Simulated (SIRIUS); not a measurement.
**BeSe: equation of state with PBEsol**

BeSe:

```xyz
2
Lattice="0.0000 2.5350 2.5350 2.5350 0.0000 2.5350 2.5350 2.5350 0.0000" Properties=species:S:1:pos:R:3 pbc="T T T"
Se    3.8025    3.8025    3.8025
Be    0.0000    0.0000    0.0000
```

```yaml
Program: SIRIUS 7.12.0
Task: equation of state
Functional: PBEsol
Potentials_or_basis: all-electron FP-LAPW
Cutoff: 193 eV
Basis: apw+lo standard
k_mesh: 9 × 9 × 9
Occupations: fermi-dirac, width 0.05 eV
Spin: no spin polarisation
```

```json
{"Equilibrium volume": "16.86 Å³/atom", "Bulk modulus": "80 GPa", "Pressure derivative of the bulk modulus": "3.9 (rough: it moves with the points fitted)"}
```

Energy against volume, from the lowest point:
```
volume (Å³/atom)  energy (meV/atom)
          15.313              40.98
          15.639              24.54
          15.965              12.79
          16.290               4.86
          16.616               0.76
          16.942               0.00
          17.268               2.29
```

All runs of the series together: 3.9 min on 1 thread of Arm Neoverse V2, with other jobs on the host.

Zero-point motion and thermal expansion aren't in these numbers.
